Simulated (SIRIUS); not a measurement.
# WC (Qusongite) (P-6m2) in SIRIUS: reference runs

Reference runs on WC (Qusongite): the cell as given.

Program: SIRIUS 7.12.0. These are calculated values, not measurements. Logs are shortened: lines on timing, memory, paths and dates and some standing lists are left out, and cuts for length are marked. The log counts tension as positive stress, the text compression.

## (1) Starting point

It takes space group P-6m2 (No. 187, hexagonal). The conventional cell has a = 2.907 Å, b = 2.907 Å, c = 2.837 Å, α = 90.00°, β = 90.00°, γ = 120.00°. W (site symmetry -6m2) has 6 C at 2.20 Å as nearest neighbours. Around C (site symmetry -6m2) lie 6 W at 2.20 Å.

## (2) Single point, PBEsol

The input, sirius.json:

```json
{
  "control": {
    "processing_unit": "cpu",
    "std_evp_solver_name": "lapack",
    "gen_evp_solver_name": "lapack",
    "verbosity": 2,
    "print_forces": true,
    "ortho_rf": true,
    "use_second_variation": true,
    "rmt_max": 3.0,
    "num_bands_to_print": 24,
    "save_wf": true
  },
  "parameters": {
    "electronic_structure_method": "full_potential_lapwlo",
    "xc_functionals": ["XC_GGA_X_PBE_SOL", "XC_GGA_C_PBE_SOL"],
    "core_relativity": "dirac",
    "valence_relativity": "iora",
    "num_fv_states": 25,
    "smearing": "fermi_dirac",
    "smearing_width": 0.0018374661,
    "pw_cutoff": 24,
    "gk_cutoff": 4.53,
    "lmax_apw": 13,
    "lmax_rho": 8,
    "lmax_pot": 8,
    "num_mag_dims": 0,
    "auto_rmt": 0,
    "ngridk": [10, 10, 9],
    "shiftk": [0, 0, 0],
    "num_dft_iter": 80,
    "energy_tol": 1e-07,
    "density_tol": 1e-05,
    "use_symmetry": true
  },
  "settings": {"tol_ne": 1e-10},
  "iterative_solver": {"type": "exact"},
  "mixer": {"type": "anderson", "beta": 0.5, "max_history": 8},
  "unit_cell": {
    "lattice_vectors": [[5.4924889812, 0.0, 0.0], [-2.7462444906, 4.7566349877, 0.0], [0.0, 0.0, 5.3603971251]],
    "atom_types": ["C", "W"],
    "atom_files": {"C": "C.json", "W": "W.json"},
    "atoms": {"C": [[0.6666666667, 0.3333333333, 0.5]], "W": [[0.0, 0.0, 0.0]]}
  }
}
```

The input, C.json:

```json
{
  "name": "carbon",
  "symbol": "C",
  "number": 6,
  "mass": 12.0107,
  "rmin": 1e-06,
  "rmt": 1.5,
  "nrmt": 800,
  "rinf": 14.98,
  "core": "1s",
  "valence": [
    {"basis": [{"enu": 0.33, "dme": 0, "n": 0, "auto": 0}, {"enu": 0.33, "dme": 1, "n": 0, "auto": 0}]},
    {"l": 0, "n": 1, "basis": [{"enu": 0.329, "dme": 0, "n": 0, "auto": 0}]},
    {"l": 1, "n": 2, "basis": [{"enu": 0.43, "dme": 0, "n": 0, "auto": 0}]},
    {"l": 2, "n": 3, "basis": [{"enu": 0.43, "dme": 0, "n": 0, "auto": 0}]},
    {"l": 3, "n": 4, "basis": [{"enu": 0.43, "dme": 0, "n": 0, "auto": 0}]}
  ],
  "lo": [
    {"l": 0, "basis": [{"enu": 0.329, "dme": 0, "n": 0, "auto": 0}, {"enu": 0.329, "dme": 1, "n": 0, "auto": 0}]},
    {"l": 0, "basis": [{"enu": 0.329, "dme": 1, "n": 0, "auto": 0}, {"enu": 0.329, "dme": 2, "n": 0, "auto": 0}]},
    {
      "l": 0,
      "basis": [{"enu": 0.329, "dme": 0, "n": 0, "auto": 0}, {"enu": 5.6623, "dme": 0, "n": 0, "auto": 0}]
    },
    {"l": 1, "basis": [{"enu": 0.43, "dme": 0, "n": 0, "auto": 0}, {"enu": 0.43, "dme": 1, "n": 0, "auto": 0}]},
    {"l": 1, "basis": [{"enu": 0.43, "dme": 1, "n": 0, "auto": 0}, {"enu": 0.43, "dme": 2, "n": 0, "auto": 0}]},
    {"l": 1, "basis": [{"enu": 0.43, "dme": 0, "n": 0, "auto": 0}, {"enu": 6.5633, "dme": 0, "n": 0, "auto": 0}]},
    {"l": 2, "basis": [{"enu": 0.43, "dme": 0, "n": 0, "auto": 0}, {"enu": 0.43, "dme": 1, "n": 0, "auto": 0}]},
    {"l": 2, "basis": [{"enu": 0.43, "dme": 1, "n": 0, "auto": 0}, {"enu": 0.43, "dme": 2, "n": 0, "auto": 0}]},
    {"l": 2, "basis": [{"enu": 0.43, "dme": 0, "n": 0, "auto": 0}, {"enu": 7.3633, "dme": 0, "n": 0, "auto": 0}]},
    {"l": 3, "basis": [{"enu": 0.43, "dme": 0, "n": 0, "auto": 0}, {"enu": 0.43, "dme": 1, "n": 0, "auto": 0}]}
  ],
  "free_atom": [... radial grid and density of the free atom, the start of the SCF ...]
}
```

The input, W.json:

```json
{
  "name": "tungsten",
  "symbol": "W",
  "number": 74,
  "mass": 183.84,
  "rmin": 1e-06,
  "rmt": 2.49,
  "nrmt": 800,
  "rinf": 14.93,
  "core": "1s2s2p3s3p3d4s4p4d",
  "valence": [
    {"basis": [{"enu": 0.33, "dme": 0, "n": 0, "auto": 0}, {"enu": 0.33, "dme": 1, "n": 0, "auto": 0}]},
    {"l": 0, "n": 1, "basis": [{"enu": 0.43, "dme": 0, "n": 0, "auto": 0}]},
    {"l": 1, "n": 2, "basis": [{"enu": 0.43, "dme": 0, "n": 0, "auto": 0}]},
    {"l": 2, "n": 3, "basis": [{"enu": 0.43, "dme": 0, "n": 0, "auto": 0}]},
    {"l": 3, "n": 4, "basis": [{"enu": 0.43, "dme": 0, "n": 0, "auto": 0}]},
    {"l": 4, "n": 5, "basis": [{"enu": 0.43, "dme": 0, "n": 0, "auto": 0}]}
  ],
  "lo": [
    {"l": 0, "basis": [{"enu": 0.43, "dme": 0, "n": 0, "auto": 0}, {"enu": 0.43, "dme": 1, "n": 0, "auto": 0}]},
    {
      "l": 0,
      "basis": [{"enu": -2.2975, "dme": 0, "n": 5, "auto": 1}, {"enu": -2.2975, "dme": 1, "n": 5, "auto": 1}]
    },
    {
      "l": 0,
      "basis": [{"enu": -2.2975, "dme": 1, "n": 5, "auto": 1}, {"enu": 0.43, "dme": 0, "n": 0, "auto": 0}]
    },
    {"l": 0, "basis": [{"enu": 0.43, "dme": 0, "n": 0, "auto": 0}, {"enu": 3.0106, "dme": 0, "n": 0, "auto": 0}]},
    {"l": 1, "basis": [{"enu": 0.43, "dme": 0, "n": 0, "auto": 0}, {"enu": 0.43, "dme": 1, "n": 0, "auto": 0}]},
    {
      "l": 1,
      "basis": [{"enu": -0.9874, "dme": 0, "n": 5, "auto": 1}, {"enu": -0.9874, "dme": 1, "n": 5, "auto": 1}]
    },
    {
      "l": 1,
      "basis": [{"enu": -0.9874, "dme": 1, "n": 5, "auto": 1}, {"enu": 0.43, "dme": 0, "n": 0, "auto": 0}]
    },
    {"l": 1, "basis": [{"enu": 0.43, "dme": 0, "n": 0, "auto": 0}, {"enu": 3.3977, "dme": 0, "n": 0, "auto": 0}]},
    {"l": 2, "basis": [{"enu": 0.43, "dme": 0, "n": 0, "auto": 0}, {"enu": 0.43, "dme": 1, "n": 0, "auto": 0}]},
    {"l": 2, "basis": [{"enu": 0.43, "dme": 1, "n": 0, "auto": 0}, {"enu": 0.43, "dme": 2, "n": 0, "auto": 0}]},
    {"l": 2, "basis": [{"enu": 0.43, "dme": 0, "n": 0, "auto": 0}, {"enu": 2.9461, "dme": 0, "n": 0, "auto": 0}]},
    {"l": 3, "basis": [{"enu": 0.43, "dme": 0, "n": 0, "auto": 0}, {"enu": 0.43, "dme": 1, "n": 0, "auto": 0}]},
    {
      "l": 3,
      "basis": [{"enu": -0.6362, "dme": 0, "n": 4, "auto": 1}, {"enu": -0.6362, "dme": 1, "n": 4, "auto": 1}]
    },
    {
      "l": 3,
      "basis": [{"enu": -0.6362, "dme": 1, "n": 4, "auto": 1}, {"enu": 0.43, "dme": 0, "n": 0, "auto": 0}]
    },
    {"l": 3, "basis": [{"enu": 0.43, "dme": 0, "n": 0, "auto": 0}, {"enu": 4.1719, "dme": 0, "n": 0, "auto": 0}]},
    {"l": 4, "basis": [{"enu": 0.43, "dme": 0, "n": 0, "auto": 0}, {"enu": 0.43, "dme": 1, "n": 0, "auto": 0}]},
    {"l": 4, "basis": [{"enu": 0.43, "dme": 0, "n": 0, "auto": 0}, {"enu": 3.5267, "dme": 0, "n": 0, "auto": 0}]}
  ],
  "free_atom": [... radial grid and density of the free atom, the start of the SCF ...]
}
```

The input, sirius_start.json:

```json
{
  "control": {
    "processing_unit": "cpu",
    "std_evp_solver_name": "lapack",
    "gen_evp_solver_name": "lapack",
    "verbosity": 1,
    "print_forces": false,
    "ortho_rf": true,
    "use_second_variation": true,
    "rmt_max": 3.0,
    "num_bands_to_print": 24,
    "save_wf": false
  },
  "parameters": {
    "electronic_structure_method": "full_potential_lapwlo",
    "xc_functionals": ["XC_LDA_X", "XC_LDA_C_PW"],
    "core_relativity": "dirac",
    "valence_relativity": "iora",
    "num_fv_states": 25,
    "smearing": "fermi_dirac",
    "smearing_width": 0.0055123983,
    "pw_cutoff": 24,
    "gk_cutoff": 3.63,
    "lmax_apw": 13,
    "lmax_rho": 8,
    "lmax_pot": 8,
    "num_mag_dims": 0,
    "auto_rmt": 0,
    "ngridk": [4, 4, 4],
    "shiftk": [0, 0, 0],
    "num_dft_iter": 30,
    "energy_tol": 0.01,
    "density_tol": 0.05,
    "use_symmetry": true
  },
  "settings": {"tol_ne": 1e-10},
  "iterative_solver": {"type": "exact"},
  "mixer": {"type": "anderson", "beta": 0.5, "max_history": 8},
  "unit_cell": {
    "lattice_vectors": [[5.4924889812, 0.0, 0.0], [-2.7462444906, 4.7566349877, 0.0], [0.0, 0.0, 5.3603971251]],
    "atom_types": ["C", "W"],
    "atom_files": {"C": "C.json", "W": "W.json"},
    "atoms": {"C": [[0.6666666667, 0.3333333333, 0.5]], "W": [[0.0, 0.0, 0.0]]}
  }
}
```

Potentials or basis: all-electron FP-LAPW, apw+lo standard.

On the command line:

```sh
$ OMP_NUM_THREADS=1 sirius.scf --input=sirius_start.json --output=start.json
$ OMP_NUM_THREADS=1 sirius.scf --input=sirius.json --output=output.json --task=1
```

The log of the run:

```text
[info] SIRIUS version : 7.12.0
[info] number of MPI ranks           : 1
[info] MPI grid                      : 1 1
[info] maximum number of OMP threads : 1
[fft] FFT context for density and potential
[fft] =====================================
[fft]   plane wave cutoff                     : 24
[fft]   grid size                             : 45 45 45   total : 91125
[fft]   grid limits                           : -22 22   -22 22   -22 22
[fft]   number of G-vectors within the cutoff : 32645
[fft]   number of G-shells                    : 1657
[fft] FFT context for coarse grid
[fft] =====================================
[fft]   plane wave cutoff                     : 9.06
[fft]   grid size                             : 18 18 18   total : 5832
[fft]   grid limits                           : -8 9   -8 9   -8 9
[fft]   number of G-vectors within the cutoff : 1737
[fft]   number of G-shells                    : 117
[unit cell] lattice vectors
[unit cell]   a1 :       5.4924889812      0.0000000000      0.0000000000
[unit cell]   a2 :      -2.7462444906      4.7566349877      0.0000000000
[unit cell]   a3 :       0.0000000000      0.0000000000      5.3603971251
[unit cell] reciprocal lattice vectors
[unit cell]   b1 :       1.1439595653      0.6604653630     -0.0000000000
[unit cell]   b2 :       0.0000000000      1.3209307259      0.0000000000
[unit cell]   b3 :       0.0000000000     -0.0000000000      1.1721492196
[unit cell] unit cell volume :       140.04447698 [a.u.^3]
[unit cell] 1/sqrt(omega)    :         0.08450200
[unit cell] MT volume        :        78.80475313 (56.27%)
[unit cell] IT volume        :        61.23972385 (43.73%)
[unit cell] number of atom types : 2
[unit cell] type id : 0 symbol :  C mt_radius :   1.500000 num_atoms : 1
[unit cell] type id : 1 symbol :  W mt_radius :   2.490000 num_atoms : 1
[unit cell] total number of atoms : 2
[unit cell] number of symmetry classes : 2
[unit cell] atom id  type id  class id             position                      vector_field
[unit cell] ------------------------------------------------------------------------------------------
[unit cell]      0        0        0      0.66667   0.33333   0.50000      0.00000   0.00000   0.00000
[unit cell]      1        1        1      0.00000   0.00000   0.00000      0.00000   0.00000   0.00000
[unit cell] atom id         position (Cartesian, a.u.)
[unit cell] ---------------------------------------------
[... 413 lines left out ...]
[generate_core_charge_density] atom class : 0
[generate_core_charge_density]   n,l,k : 1 0 1  energy :          -9.18905209
[generate_core_charge_density] atom class : 1
[generate_core_charge_density]   n,l,k : 1 0 1  energy :       -2548.82009304
[generate_core_charge_density]   n,l,k : 2 0 1  energy :        -439.06621555
[generate_core_charge_density]   n,l,k : 2 1 1  energy :        -419.83994898
[generate_core_charge_density]   n,l,k : 2 1 2  energy :        -370.14818806
[generate_core_charge_density]   n,l,k : 3 0 1  energy :        -100.57232870
[generate_core_charge_density]   n,l,k : 3 1 1  energy :         -92.01376244
[generate_core_charge_density]   n,l,k : 3 1 2  energy :         -81.26915103
[generate_core_charge_density]   n,l,k : 3 2 2  energy :         -66.86199253
[generate_core_charge_density]   n,l,k : 3 2 3  energy :         -64.52477899
[... 28 lines left out ...]
[find] valence_eval_sum               :     -13.39237983
[find] core_eval_sum                  :   -9889.17643899
[find] kinetic energy                 :   18244.96218763
[find] enuc                           :  -20259.24108775
[find] <rho|V^{XC}>                   :    -429.10992368
[find] <rho|E^{XC}>                   :    -325.88089041
[find] <mag|B^{XC}>                   :       0.00000000
[find] <rho|V^{H}>                    :  -27718.42108276
[find] smearing (-TS)                 :      -0.00006564
[find] SCF correction                 :      -0.00001058
[find] Total energy                   :  -16199.37034248 (Ha),  -32398.74068497 (Ry)
[find] Free energy (E-TS)             :  -16199.37040812 (Ha),  -32398.74081625 (Ry)
[find] band gap (eV)                  :       0.00000000
[find] Efermi                         :       0.52496997
[find] iteration : 7, RMS (target) : 1.0730e-06 (1.0000e-05) , energy difference (target) : -1.0696e-09 (1.0000e-07)
[find] converged after 8 SCF iterations!
Warning in function "check_num_electrons" at src/density/density.cpp:1179
wrong number of electrons
  obtained value : 79.9999
  target value : 80
  difference : 5.62155e-05
  total core leakage : 5.30054e-05
    atom class : 0, core leakage : 5.19232e-05
    atom class : 1, core leakage : 1.08221e-06
[find] Charges and magnetic moments
[find] --------------------------------------------------------------------------------
[find] atom      charge    core leakage
[find] --------------------------------------------------------------------------------
[find]    0    4.428450    5.192320e-05
[find]    1   72.236726    1.082207e-06
[find] total core leakage    : 5.30054117e-05
[find] interstitial charge   : 3.334768
[find] total charge          : 79.999944
[find] Energy
[find] --------------------------------------------------------------------------------
[find] valence_eval_sum               :     -13.39237983
[find] core_eval_sum                  :   -9889.17643899
[find] kinetic energy                 :   18244.96218763
[find] enuc                           :  -20259.24108775
[find] <rho|V^{XC}>                   :    -429.10992368
[find] <rho|E^{XC}>                   :    -325.88089041
[find] <mag|B^{XC}>                   :       0.00000000
[find] <rho|V^{H}>                    :  -27718.42108276
[find] smearing (-TS)                 :      -0.00006564
[find] SCF correction                 :      -0.00001058
[find] Total energy                   :  -16199.37034248 (Ha),  -32398.74068497 (Ry)
[find] Free energy (E-TS)             :  -16199.37040812 (Ha),  -32398.74081625 (Ry)
[find] band gap (eV)                  :       0.00000000
[find] Efermi                         :       0.52496997
[ground_state]
[ground_state] ==== total Forces in Ha/bohr =====
[ground_state] atom:    0, force:      -0.0000000      0.0000000      0.0000000
[ground_state] atom:    1, force:      -0.0000000     -0.0000000      0.0000000
[ground_state] ==== contribution from density =====
[ground_state] atom:    0, force:       0.0000000     -0.0000000      0.0000000
[ground_state] atom:    1, force:       0.0000000     -0.0000000      0.0000000
[ground_state] ==== contribution from Hartree potential =====
[ground_state] atom:    0, force:       0.0000000     -0.0000000      0.0000000
[ground_state] atom:    1, force:       0.0000000      0.0000000      0.0000000
[ground_state] ==== contribution from IBS =====
[ground_state] atom:    0, force:      -0.0000000      0.0000000      0.0000000
[ground_state] atom:    1, force:      -0.0000000     -0.0000000      0.0000000
```

Wall time 2.1 min (1 thread of Arm Neoverse V1, shared host); peak memory 0.71 GiB.

Results:

```
Free energy                                       : -440807.3251 eV
Band gap on the k mesh                            : none (metal or under the smearing width)
All electrons inside the program's atomic spheres : W 72.24; C 4.43 (radii C 1.5, W 2.49 bohr)
```

The run has no spin-orbit coupling, so splittings on W are missing.
